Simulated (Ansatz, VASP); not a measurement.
## One calculation of CdS, two programs

Contents of POSCAR:

```
CdS
1.0
    0.0000000000      2.9165000000      2.9165000000
    2.9165000000      0.0000000000      2.9165000000
    2.9165000000      2.9165000000      0.0000000000
Cd S
1 1
Direct
    0.0000000000      0.0000000000      0.0000000000
    0.2500000000      0.2500000000      0.2500000000
```

File INCAR.step1:

```
SYSTEM = CdS
PREC     = Accurate       ! precision mode
ENCUT    = 520            ! plane-wave cutoff, eV
ISMEAR   = -1             ! smearing method
SIGMA    = 0.02           ! smearing width, eV
LREAL    = .False.        ! projectors in reciprocal space
LASPH    = .True.         ! aspherical terms in the spheres
NELM     = 80             ! most SCF steps
NBANDS   = 16             ! bands
GGA      = PE             ! functional
ALGO     = Normal         ! electronic algorithm
EDIFF    = 1E-4           ! SCF threshold, eV
LWAVE    = .True.         ! write WAVECAR
LCHARG   = .False.        ! write CHGCAR
```

The input INCAR.step2:

```
SYSTEM = CdS
PREC     = Accurate       ! precision mode
ENCUT    = 520            ! plane-wave cutoff, eV
EDIFF    = 1E-8           ! SCF threshold, eV
ISMEAR   = -1             ! smearing method
SIGMA    = 0.02           ! smearing width, eV
LREAL    = .False.        ! projectors in reciprocal space
LASPH    = .True.         ! aspherical terms in the spheres
NELM     = 80             ! most SCF steps
ALGO     = Normal         ! electronic algorithm
ISIF     = 2              ! what is computed and relaxed
LWAVE    = .False.        ! write WAVECAR
LCHARG   = .False.        ! write CHGCAR
METAGGA  = R2SCAN         ! meta-GGA
LMIXTAU  = .True.       
LEFG     = .True.       
NBANDS   = 16             ! bands
ISTART   = 1
```

KPOINTS

```
Automatic mesh
0
Gamma
  13 13 13
  0 0 0
```

Input for Ansatz:

```yaml
crystal:
  lattice:
    - [0.0, 2.9165, 2.9165]
    - [2.9165, 0.0, 2.9165]
    - [2.9165, 2.9165, 0.0]
  atoms:
    - { symbol: Cd, position: [0.0, 0.0, 0.0] }
    - { symbol: S, position: [0.25, 0.25, 0.25] }
kpoints:
  mp_grid: { grid: [13, 13, 13] }
scf:
  occupations: { method: fermi_dirac, width: 0.02 }
hamiltonian:
  xc: r2scan
  pseudopotentials: { kind: paw }
output:
  forces: true
  stress: true
  populations: true
  efg: { quadrupole_moments_barn: { S: -0.0694 }, contact_densities: true }
```

Alike in both runs: task electric field gradients; functional r2SCAN; k mesh 13 × 13 × 13; occupations fermi-dirac, width 0.02 eV; no spin polarisation.

|  | VASP | Ansatz |
| --- | --- | --- |
| version | VASP 6.6.1 | Ansatz 0.2.0 |
| potentials or method | VASP PAW PBE potentials, release 64 (Cd, S) | plane-wave PAW, scalar-relativistic |
| plane-wave cutoff (eV) | 520 | 500 |
| valence electrons in the cell | 18 | 26 |

```tsv
	VASP	Ansatz	Ansatz less VASP
gap on the k mesh at the Fermi level (eV)	1.59	1.60	+0.003
pressure (GPa)	1.8	1.5	-0.34
Vzz of the field gradient on the site that differs most (V/Å²)	0.0	0.0	0.00
```

The functional is the same, so the differences come from potentials, cutoffs and numerics. The two sets of potentials don't hold the same shells in valence. Ansatz warned: «gradients_without_spin_orbit».

Caveats: the PAW data sets were made with another functional, which shifts forces and pressure a little (VASP); an odd mesh through Γ misses points on the zone boundary, where band edges often lie. r2SCAN opens gaps a little over a GGA but as a rule still falls short of measured ones.
